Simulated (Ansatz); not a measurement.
Input and command of a plane-wave DFT calculation in Ansatz:

```yaml
crystal:
  lattice:
    - [3.7846846186, 0.0, 0.0]
    - [-1.8923423093, 3.277633025, 0.0]
    - [0.0, 0.0, 12.392692267]
  atoms:
    - { symbol: Zn, position: [0.0, 0.0, -0.0402040419] }
    - { symbol: Zn, position: [0.0, 0.0, 0.4597959581] }
    - { symbol: Zn, position: [0.3333333333, 0.6666666667, 0.209721414] }
    - { symbol: Zn, position: [0.6666666667, 0.3333333333, 0.709721414] }
    - { symbol: S, position: [0.0, 0.0, 0.1872166306] }
    - { symbol: S, position: [0.0, 0.0, 0.6872166306] }
    - { symbol: S, position: [0.3333333333, 0.6666666667, 0.437573281] }
    - { symbol: S, position: [0.6666666667, 0.3333333333, 0.937573281] }
basis:
  ecutwfc: 420
kpoints:
  mp_grid: { grid: [12, 12, 4] }
hamiltonian:
  xc: pbesol
scf:
  occupations: { method: gaussian, width: 0.05 }
output:
  forces: true
  stress: true
  eigenvalues: true
```

```bash
ansatz run input.yaml --threads 2 --pin off --max-ram 5120MiB --backend cpu --events-out ev --progress --plain --runs-dir out
```

Processor: Intel(R) Xeon(R) Processor @ 2.50GHz (Skylake/Cascade Lake), 2 threads, on a host shared with other jobs.

Estimate time, memory and problem size.

About 43 s on 2 threads of Intel(R) Xeon(R) Processor @ 2.50GHz (Skylake/Cascade Lake) (shared host), peak memory 0.58 GiB. It solves 44 bands at 57 k points (the mesh reduced by the symmetry that the task leaves, which can be less than the crystal's) with about 3041 plane waves, in 9 SCF iterations.
